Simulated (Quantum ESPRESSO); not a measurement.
# TePb (Fm-3m) in Quantum ESPRESSO: notebook, part 2 of 2

Quantum ESPRESSO 7.5. Earlier steps stand in the parts before.

## Step 4: Dielectric tensor, BLYP

File pw.in:

```
&CONTROL
  calculation = 'scf'
  prefix = 'pwscf'
  outdir = './tmp'
  pseudo_dir = './pseudo'
  tprnfor = .true.
  tstress = .true.
  disk_io = 'low'
/
&SYSTEM
  ibrav = 0
  nat = 2
  ntyp = 2
  ecutwfc = 80
  nbnd = 22
  input_dft = 'blyp'
  occupations = 'smearing'
  smearing = 'fd'
  degauss = 0.00367493
/
&ELECTRONS
  conv_thr = 4d-10
  electron_maxstep = 120
  mixing_beta = 0.5
/
ATOMIC_SPECIES
Pb   207.2000 Pb.upf
Te   127.6000 Te.upf
CELL_PARAMETERS angstrom
   0.0000000000    3.2310000000    3.2310000000
   3.2310000000    0.0000000000    3.2310000000
   3.2310000000    3.2310000000    0.0000000000
ATOMIC_POSITIONS crystal
Pb     0.0000000000    0.0000000000    0.0000000000
Te     0.5000000000    0.5000000000    0.5000000000
K_POINTS automatic
4 4 4 1 1 1
```

File gamma.in:

```
&CONTROL
  calculation = 'bands'
  prefix = 'pwscf'
  outdir = './tmp'
  pseudo_dir = './pseudo'
  disk_io = 'low'
  verbosity = 'high'
/
&SYSTEM
  ibrav = 0
  nat = 2
  ntyp = 2
  ecutwfc = 80
  nbnd = 22
  input_dft = 'blyp'
  occupations = 'smearing'
  smearing = 'fd'
  degauss = 0.00367493
/
&ELECTRONS
  conv_thr = 1d-08
  electron_maxstep = 120
  mixing_beta = 0.5
  diago_full_acc = .true.
  startingwfc = 'random'
/
ATOMIC_SPECIES
Pb   207.2000 Pb.upf
Te   127.6000 Te.upf
CELL_PARAMETERS angstrom
   0.0000000000    3.2310000000    3.2310000000
   3.2310000000    0.0000000000    3.2310000000
   3.2310000000    3.2310000000    0.0000000000
ATOMIC_POSITIONS crystal
Pb     0.0000000000    0.0000000000    0.0000000000
Te     0.5000000000    0.5000000000    0.5000000000
K_POINTS crystal
1
0.0 0.0 0.0 1
```

File scf2.in:

```
&CONTROL
  calculation = 'scf'
  prefix = 'pwscf'
  outdir = './tmp'
  pseudo_dir = './pseudo'
  tprnfor = .true.
  tstress = .true.
  disk_io = 'low'
/
&SYSTEM
  ibrav = 0
  nat = 2
  ntyp = 2
  ecutwfc = 80
  nbnd = 22
  input_dft = 'blyp'
  occupations = 'fixed'
/
&ELECTRONS
  conv_thr = 1d-13
  electron_maxstep = 120
  mixing_beta = 0.5
  startingpot = 'file'
/
ATOMIC_SPECIES
Pb   207.2000 Pb.upf
Te   127.6000 Te.upf
CELL_PARAMETERS angstrom
   0.0000000000    3.2310000000    3.2310000000
   3.2310000000    0.0000000000    3.2310000000
   3.2310000000    3.2310000000    0.0000000000
ATOMIC_POSITIONS crystal
Pb     0.0000000000    0.0000000000    0.0000000000
Te     0.5000000000    0.5000000000    0.5000000000
K_POINTS automatic
4 4 4 1 1 1
```

File ph.in:

```
dielectric of TePb
&INPUTPH
  prefix = 'pwscf'
  outdir = './tmp'
  tr2_ph = 1d-18
  fildyn = 'dyn'
  niter_ph = 90
  alpha_mix(1) = 0.7
  epsil = .true.
  trans = .false.
  zeu = .true.
/
0.0000000000 0.0000000000 0.0000000000
```

Potentials or basis: PseudoDojo 0.4.1 SR PBE standard.

On the command line:

```bash
> OMP_NUM_THREADS=1 pw.x -in pw.in > pw.out
> OMP_NUM_THREADS=1 pw.x -in gamma.in > gamma.out
> OMP_NUM_THREADS=1 pw.x -in scf2.in > scf2.out
> OMP_NUM_THREADS=1 ph.x -in ph.in > ph.out
```

pw.out:

```text
This program is part of the open-source Quantum ESPRESSO suite
     for quantum simulation of materials; please cite
         "P. Giannozzi et al., J. Phys.:Condens. Matter 21 395502 (2009);
         "P. Giannozzi et al., J. Phys.:Condens. Matter 29 465901 (2017);
         "P. Giannozzi et al., J. Chem. Phys. 152 154105 (2020);
     in publications or presentations arising from this work. More details at

     IMPORTANT: XC functional enforced from input :
     Exchange-correlation= BLYP
                           (   1   3   1   3   0   0   0)
     Any further DFT definition will be discarded
     Please, verify this is what you really want

     Message from routine setup:
     using ibrav=0 with symmetry is DISCOURAGED, use correct ibrav instead

     G-vector sticks info
     --------------------
     sticks:   dense  smooth     PW     G-vecs:    dense   smooth      PW
     Sum        1651    1651    475                44039    44039    6735

     Using Slab Decomposition

     bravais-lattice index     =            0
     lattice parameter (alat)  =       8.6348  a.u.
     unit-cell volume          =     455.2369 (a.u.)^3
     number of atoms/cell      =            2
     number of atomic types    =            2
     number of electrons       =        30.00
     number of Kohn-Sham states=           22
     kinetic-energy cutoff     =      80.0000  Ry
     charge density cutoff     =     320.0000  Ry
     scf convergence threshold =      4.0E-10
     mixing beta               =       0.5000
     number of iterations used =            8  plain     mixing
     Exchange-correlation= BLYP
                           (   1   3   1   3   0   0   0)

     celldm(1)=   8.634771  celldm(2)=   0.000000  celldm(3)=   0.000000
     celldm(4)=   0.000000  celldm(5)=   0.000000  celldm(6)=   0.000000

[... 8 lines left out ...]
               b(3) = (  0.707107  0.707107 -0.707107 )

     PseudoPot. # 1 for Pb read from file:
     Pb.upf
     Pseudo is Norm-conserving + core correction, Zval = 14.0
     Generated using ONCVPSP code by D. R. Hamann
     Using radial grid of 1678 points,  6 beta functions with:
                l(1) =   0
                l(2) =   0
                l(3) =   1
                l(4) =   1
                l(5) =   2
                l(6) =   2

     PseudoPot. # 2 for Te read from file:
     Te.upf
     Pseudo is Norm-conserving + core correction, Zval = 16.0
     Generated using ONCVPSP code by D. R. Hamann
     Using radial grid of 1294 points,  6 beta functions with:
                l(1) =   0
                l(2) =   0
                l(3) =   1
                l(4) =   1
                l(5) =   2
                l(6) =   2

     atomic species   valence    mass     pseudopotential
     Pb               14.00   207.20000     Pb( 1.00)
     Te               16.00   127.60000     Te( 1.00)

     48 Sym. Ops., with inversion, found

   Cartesian axes

     site n.     atom                  positions (alat units)
         1        Pb     tau(   1) = (   0.0000000   0.0000000   0.0000000  )
         2        Te     tau(   2) = (   0.7071068   0.7071068   0.7071068  )

     number of k points=    10  Fermi-Dirac smearing, width (Ry)=  0.0037
                       cart. coord. in units 2pi/alat
        k(    1) = (   0.0883883   0.0883883   0.0883883), wk =   0.0625000
        k(    2) = (   0.2651650   0.2651650  -0.0883883), wk =   0.1875000
        k(    3) = (  -0.2651650  -0.2651650   0.4419417), wk =   0.1875000
        k(    4) = (  -0.0883883  -0.0883883   0.2651650), wk =   0.1875000
        k(    5) = (   0.4419417   0.0883883   0.0883883), wk =   0.1875000
        k(    6) = (  -0.0883883  -0.4419417   0.6187184), wk =   0.3750000
        k(    7) = (   0.0883883  -0.2651650   0.4419417), wk =   0.3750000
        k(    8) = (  -0.6187184   0.0883883   0.0883883), wk =   0.1875000
        k(    9) = (   0.2651650   0.2651650   0.2651650), wk =   0.0625000
        k(   10) = (  -0.2651650  -0.2651650   0.7954951), wk =   0.1875000

     Dense  grid:    44039 G-vectors     FFT dimensions: (  50,  50,  50)

     Initial potential from superposition of free atoms

     starting charge      29.9977, renormalised to      30.0000
     Starting wfcs are   18 randomized atomic wfcs +    4 random wfcs

     Self-consistent Calculation

     iteration #  1     ecut=    80.00 Ry     beta= 0.50
     Davidson diagonalization with overlap
     ethr =  1.00E-02,  avg # of iterations =  6.1

     Threshold (ethr) on eigenvalues was too large:
     Diagonalizing with lowered threshold

     Davidson diagonalization with overlap
     ethr =  1.65E-04,  avg # of iterations =  4.4

     total energy              =    -349.76302438 Ry
     estimated scf accuracy    <       0.04870706 Ry

     iteration #  2     ecut=    80.00 Ry     beta= 0.50
     Davidson diagonalization with overlap
     ethr =  1.62E-04,  avg # of iterations =  2.1

     total energy              =    -349.77456420 Ry
     estimated scf accuracy    <       0.00332386 Ry

     iteration #  3     ecut=    80.00 Ry     beta= 0.50
     Davidson diagonalization with overlap
     ethr =  1.11E-05,  avg # of iterations =  3.4

     total energy              =    -349.77527035 Ry
     estimated scf accuracy    <       0.00040955 Ry

     iteration #  4     ecut=    80.00 Ry     beta= 0.50
     Davidson diagonalization with overlap
     ethr =  1.37E-06,  avg # of iterations =  3.2

     total energy              =    -349.77530389 Ry
     estimated scf accuracy    <       0.00001553 Ry

     iteration #  5     ecut=    80.00 Ry     beta= 0.50
     Davidson diagonalization with overlap
     ethr =  5.18E-08,  avg # of iterations =  2.0

     total energy              =    -349.77530764 Ry
     estimated scf accuracy    <       0.00000145 Ry

     iteration #  6     ecut=    80.00 Ry     beta= 0.50
     Davidson diagonalization with overlap
     ethr =  4.83E-09,  avg # of iterations =  2.0

     total energy              =    -349.77530790 Ry
     estimated scf accuracy    <       0.00000002 Ry

     iteration #  7     ecut=    80.00 Ry     beta= 0.50
     Davidson diagonalization with overlap
     ethr =  7.06E-11,  avg # of iterations =  2.2

     total energy              =    -349.77530791 Ry
     estimated scf accuracy    <          7.0E-10 Ry

     iteration #  8     ecut=    80.00 Ry     beta= 0.50
     Davidson diagonalization with overlap
     ethr =  2.35E-12,  avg # of iterations =  3.0

     End of self-consistent calculation

          k = 0.0884 0.0884 0.0884 (  5522 PWs)   bands (ev):

   -26.5969 -26.5969 -26.5906 -26.5906 -26.5906  -7.3283  -7.3283  -7.3160
    -7.3143  -7.3143  -2.4744   3.2369   8.1425   8.1425   8.3313  12.7605
    12.8961  12.8961  15.4129  15.8073  15.8073  18.2876

          k = 0.2652 0.2652-0.0884 (  5485 PWs)   bands (ev):

   -26.5968 -26.5968 -26.5905 -26.5904 -26.5903  -7.3380  -7.3363  -7.3141
    -7.3074  -7.3045  -1.8193   1.8857   7.2619   8.6778   9.2706  10.7791
    11.0484  13.2400  15.8307  16.5364  18.3789  19.1108

          k =-0.2652-0.2652 0.4419 (  5507 PWs)   bands (ev):

   -26.5969 -26.5968 -26.5904 -26.5902 -26.5901  -7.3481  -7.3378  -7.3130
    -7.3023  -7.2989  -1.1724   0.9228   7.6322   8.0784   8.5421  11.2060
    11.4558  12.0469  16.7066  18.7287  19.1261  19.4549

          k =-0.0884-0.0884 0.2652 (  5503 PWs)   bands (ev):

   -26.5969 -26.5968 -26.5907 -26.5904 -26.5904  -7.3403  -7.3265  -7.3177
    -7.3091  -7.3076  -2.1346   2.5373   7.7136   7.7860   9.0372  11.0733
    13.0125  13.1011  14.7076  16.9761  17.1703  18.8842

          k = 0.4419 0.0884 0.0884 (  5503 PWs)   bands (ev):

   -26.5970 -26.5967 -26.5907 -26.5901 -26.5901  -7.3624  -7.3225  -7.3208
    -7.3006  -7.2989  -1.5421   1.9541   6.9988   7.1882   7.3247  12.9660
    13.4799  13.6359  14.1453  18.9692  19.1692  19.4787

          k =-0.0884-0.4419 0.6187 (  5504 PWs)   bands (ev):

   -26.5971 -26.5966 -26.5905 -26.5901 -26.5899  -7.3694  -7.3280  -7.3147
    -7.3025  -7.2934  -0.8947   1.3174   5.7532   6.3584   8.4600  11.7191
    14.0736  14.8262  15.3860  17.4557  20.2184  20.6602

          k = 0.0884-0.2652 0.4419 (  5500 PWs)   bands (ev):

   -26.5969 -26.5967 -26.5905 -26.5902 -26.5901  -7.3542  -7.3324  -7.3139
    -7.3033  -7.2994  -1.2981   1.3759   6.6928   7.3712   8.7335  11.1833
    12.5003  13.7325  15.5165  18.3528  18.6881  19.8216

          k =-0.6187 0.0884 0.0884 (  5498 PWs)   bands (ev):

   -26.5972 -26.5966 -26.5908 -26.5899 -26.5899  -7.3815  -7.3231  -7.3191
    -7.2942  -7.2931  -1.0096   1.7783   5.3980   6.8595   6.9365  13.3860
    14.1847  14.3560  15.4264  19.7228  20.0921  20.4713

          k = 0.2652 0.2652 0.2652 (  5516 PWs)   bands (ev):

   -26.5968 -26.5968 -26.5904 -26.5903 -26.5903  -7.3395  -7.3395  -7.3144
    -7.3024  -7.3024  -1.5488   1.2909   8.4646   8.4646   9.1881  10.7124
    11.0605  11.0605  16.8300  17.8553  17.8553  20.4231

          k =-0.2652-0.2652 0.7955 (  5489 PWs)   bands (ev):

   -26.5970 -26.5967 -26.5904 -26.5902 -26.5901  -7.3574  -7.3342  -7.3103
    -7.3040  -7.2986  -0.9953   1.0790   6.1054   7.7962   8.1300  11.9131
    11.9562  14.3097  16.4282  17.5123  18.0278  20.3913

     the Fermi energy is    10.0060 ev

!    total energy              =    -349.77530791 Ry
     estimated scf accuracy    <          3.0E-10 Ry
     smearing contrib. (-TS)   =      -0.00000001 Ry
     internal energy E=F+TS    =    -349.77530790 Ry

     The total energy is F=E-TS. E is the sum of the following terms:
     one-electron contribution =    -133.69664555 Ry
     hartree contribution      =      82.09660615 Ry
     xc contribution           =     -88.48957746 Ry
     ewald contribution        =    -209.68569103 Ry

     convergence has been achieved in   8 iterations

     Forces acting on atoms (cartesian axes, Ry/au):

     atom    1 type  1   force =     0.00000000   -0.00000000   -0.00000000
     atom    2 type  2   force =    -0.00000000   -0.00000000    0.00000000

     Total force =     0.000000     Total SCF correction =     0.000000

     Computing stress (Cartesian axis) and pressure

          total   stress  (Ry/bohr**3)                   (kbar)     P=       53.56
   0.00036409   0.00000000   0.00000000           53.56        0.00        0.00
   0.00000000   0.00036409  -0.00000000            0.00       53.56       -0.00
   0.00000000  -0.00000000   0.00036409            0.00       -0.00       53.56

=------------------------------------------------------------------------------=
   JOB DONE.
=------------------------------------------------------------------------------=
```

Wall time 4.9 min (1 thread of Arm Neoverse V1, shared host); peak memory 0.11 GiB.

What came out:

- Free energy: -4758.9355 eV
- Pressure: 5.4 GPa
- Electronic dielectric tensor (diagonal): 25.33
- Born charges (mean of the diagonal): Pb +5.64; Te -5.47 e

Electronic dielectric tensor:
```
25.33  0.00  0.00
 0.00 25.33  0.00
 0.00  0.00 25.33
```

Born effective charge tensors (e):
atom 1, Pb
```
5.64 0.00 0.00
0.00 5.64 0.00
0.00 0.00 5.64
```
atom 2, Te
```
-5.47  0.00  0.00
 0.00 -5.47  0.00
 0.00  0.00 -5.47
```

Caveat: the mesh is thin for the dielectric tensor, Born charges and intensities, which usually come out too large; the potentials were made for another functional, which shifts forces and pressure; the cell is more than 3 GPa from zero pressure, which shifts response properties; the Born charges break their sum rule by 0.17 e, a sign of too thin a mesh. Spin-orbit coupling is left out, which matters for the levels of Pb, Te.

## Step 5: Dielectric tensor, AM05

pw.in, as its differences from that of step 4:

```diff
@@ -15,3 +15,3 @@
   nbnd = 22
-  input_dft = 'blyp'
+  input_dft = 'XC-000I-000I-120L-135L-000I-000I'
   occupations = 'smearing'
```

gamma.in, as its differences from that of step 4:

```diff
@@ -14,3 +14,3 @@
   nbnd = 22
-  input_dft = 'blyp'
+  input_dft = 'XC-000I-000I-120L-135L-000I-000I'
   occupations = 'smearing'
```

scf2.in, as its differences from that of step 4:

```diff
@@ -15,3 +15,3 @@
   nbnd = 22
-  input_dft = 'blyp'
+  input_dft = 'XC-000I-000I-120L-135L-000I-000I'
   occupations = 'fixed'
```

ph.in is that of step 4.

Potentials or basis: PseudoDojo 0.4.1 SR PBE standard.

On the command line:

```bash
> OMP_NUM_THREADS=1 pw.x -in pw.in > pw.out
> OMP_NUM_THREADS=1 pw.x -in gamma.in > gamma.out
> OMP_NUM_THREADS=1 pw.x -in scf2.in > scf2.out
> OMP_NUM_THREADS=1 ph.x -in ph.in > ph.out
```

pw.out:

```text
This program is part of the open-source Quantum ESPRESSO suite
     for quantum simulation of materials; please cite
         "P. Giannozzi et al., J. Phys.:Condens. Matter 21 395502 (2009);
         "P. Giannozzi et al., J. Phys.:Condens. Matter 29 465901 (2017);
         "P. Giannozzi et al., J. Chem. Phys. 152 154105 (2020);
     in publications or presentations arising from this work. More details at

     IMPORTANT: XC functional enforced from input :
     Exchange-correlation= XC-000I-000I-120L-135L-000I-000I
                           (   0   0 120 135   0   0   0)
     Any further DFT definition will be discarded
     Please, verify this is what you really want

     Message from routine setup:
     using ibrav=0 with symmetry is DISCOURAGED, use correct ibrav instead

     G-vector sticks info
     --------------------
     sticks:   dense  smooth     PW     G-vecs:    dense   smooth      PW
     Sum        1651    1651    475                44039    44039    6735

     Using Slab Decomposition
[... 204 lines left out ...]
    13.7577  13.8798  14.9942  18.9842  19.4205  19.8798

          k = 0.2652 0.2652 0.2652 (  5516 PWs)   bands (ev):
[... 7 lines left out ...]
   -27.0595 -27.0592 -27.0550 -27.0547 -27.0546  -7.6812  -7.6565  -7.6357
    -7.6290  -7.6233  -1.4541   0.6708   5.5339   7.2728   7.5991  11.3958
    11.4870  13.8304  15.6872  16.7933  17.3248  19.6962

     the Fermi energy is     9.4762 ev

!    total energy              =    -349.42009985 Ry
     estimated scf accuracy    <          3.9E-10 Ry
     smearing contrib. (-TS)   =      -0.00000002 Ry
     internal energy E=F+TS    =    -349.42009982 Ry

     The total energy is F=E-TS. E is the sum of the following terms:
     one-electron contribution =    -133.32506792 Ry
     hartree contribution      =      81.64896842 Ry
     xc contribution           =     -88.05830929 Ry
     ewald contribution        =    -209.68569103 Ry

     convergence has been achieved in   8 iterations

     Forces acting on atoms (cartesian axes, Ry/au):

     atom    1 type  1   force =    -0.00000000    0.00000000   -0.00000000
     atom    2 type  2   force =    -0.00000000    0.00000000    0.00000000

     Total force =     0.000000     Total SCF correction =     0.000000

     Computing stress (Cartesian axis) and pressure

          total   stress  (Ry/bohr**3)                   (kbar)     P=        1.11
   0.00000753  -0.00000000  -0.00000000            1.11       -0.00       -0.00
  -0.00000000   0.00000753  -0.00000000           -0.00        1.11       -0.00
  -0.00000000  -0.00000000   0.00000753           -0.00       -0.00        1.11

=------------------------------------------------------------------------------=
   JOB DONE.
=------------------------------------------------------------------------------=
```

It took 4.6 min on 1 thread of Arm Neoverse V1, shared host; peak memory 0.11 GiB.

Results:

```yaml
Free_energy: -4754.1026 eV
Pressure: 0.1 GPa
Electronic_dielectric_tensor_diagonal: 27.18
Born_charges_mean_of_the_diagonal: Pb +5.60; Te -5.46 e
```

Electronic dielectric tensor:
```
27.18  0.00  0.00
 0.00 27.18  0.00
 0.00  0.00 27.18
```

Born effective charge tensors (e):
atom 1, Pb
```
5.60 0.00 0.00
0.00 5.60 0.00
0.00 0.00 5.60
```
atom 2, Te
```
-5.46  0.00  0.00
 0.00 -5.46  0.00
 0.00  0.00 -5.46
```

Caveat: the mesh is thin for the dielectric tensor, Born charges and intensities, which usually come out too large; the potentials were made for another functional, which shifts forces and pressure; the Born charges break their sum rule by 0.14 e, a sign of too thin a mesh. Spin-orbit coupling is left out, which matters for the levels of Pb, Te.

## Step 6: Summary

```csv
level,potentials or basis,pressure (GPa)
PBEsol,PseudoDojo 0.4.1 SR PBEsol standard,-0.3
WC,PseudoDojo 0.4.1 SR PBE standard,-0.3
BLYP,PseudoDojo 0.4.1 SR PBE standard,5.4
AM05,PseudoDojo 0.4.1 SR PBE standard,0.1
```

Alike in all rows: task dielectric tensor; no spin polarisation; cell as given; k mesh 4 × 4 × 4, shifted; cutoff (eV) 1088; smearing fermi-dirac 0.05 eV.

Caveats: the potentials were made for another functional, which shifts forces and pressure (some runs); the cell is more than 3 GPa from zero pressure, which shifts response properties (some runs).

Absolute energies hang on the potentials; compare differences alone.

## Step 7: Comparison with measurements

Step 2. Against the measured high-frequency dielectric constant of TePb, 36.9 (77 K; a printed reference work, monograph), the calculated 27.87 is off by -24.5 %. 2 values of this kind are on record (32.8 to 36.9); this one was drawn at random.

Step 3. Measured high-frequency dielectric constant of TePb: 32.8 (300 K; a printed reference work, monograph). This calculation gives 28.11 (-14.3 %). 2 values of this kind are on record (32.8 to 36.9); this one was drawn at random.

Step 4. Against the measured high-frequency dielectric constant of TePb, 36.9 (77 K; a printed reference work, monograph), the calculated 25.33 is off by -31.3 %. So large a miss can be the level of theory's own, or it may mean another phase, state or a wrong row. 2 values of this kind are on record (32.8 to 36.9); this one was drawn at random.

Step 5. Against the measured high-frequency dielectric constant of TePb, 36.9 (77 K; a printed reference work, monograph), the calculated 27.18 is off by -26.3 %. 2 values of this kind are on record (32.8 to 36.9); this one was drawn at random.
